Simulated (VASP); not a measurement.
## Al2Cu: single point with PBE

Al2Cu:

```
Cu Al
1.0
     4.10518    0.00000    0.00000
     0.00000    4.10518    0.00000
     0.00000    0.00000    2.89131
Cu Al
1 2
Direct
  0.00000 0.00000 0.00000
  0.00000 0.50000 0.50000
  0.50000 0.00000 0.50000
```

The cell comes from a database or a generator and needn't be the stable form of this composition.

```json
{"Program": "VASP 6.6.1", "Task": "single point", "Functional": "PBE", "Potentials or basis": "VASP PAW PBE potentials, release 64 (Cu, Al)", "Cutoff": "520 eV", "k mesh": "7 × 7 × 9", "Occupations": "fermi-dirac, width 0.05 eV", "Spin": "no spin polarisation", "Further INCAR settings": "ALGO = Normal; EDIFF = 1e-07; NBANDS = 16"}
```

| Item | Value |
| --- | --- |
| Pressure | 0.7 GPa |
| Band gap on the k mesh | none (metal or under the smearing width) |

Stress tensor (GPa, compression positive):
```
1.03 0.00 0.00
0.00 1.03 0.00
0.00 0.00 0.10
```

Levels at points of the mesh, in eV from the Fermi level:
```
           k point  band 5  band 6  band 7  band 8  band 9  band 10  band 11  band 12
(0.00, 0.00, 0.00)   -4.05   -4.05   -2.38   -2.38   -0.12     0.90     5.94     6.16
```

Run time: 22 s on 1 thread of Intel(R) Xeon(R) Platinum 8488C (Sapphire Rapids), on a shared host, peak memory 0.18 GiB.
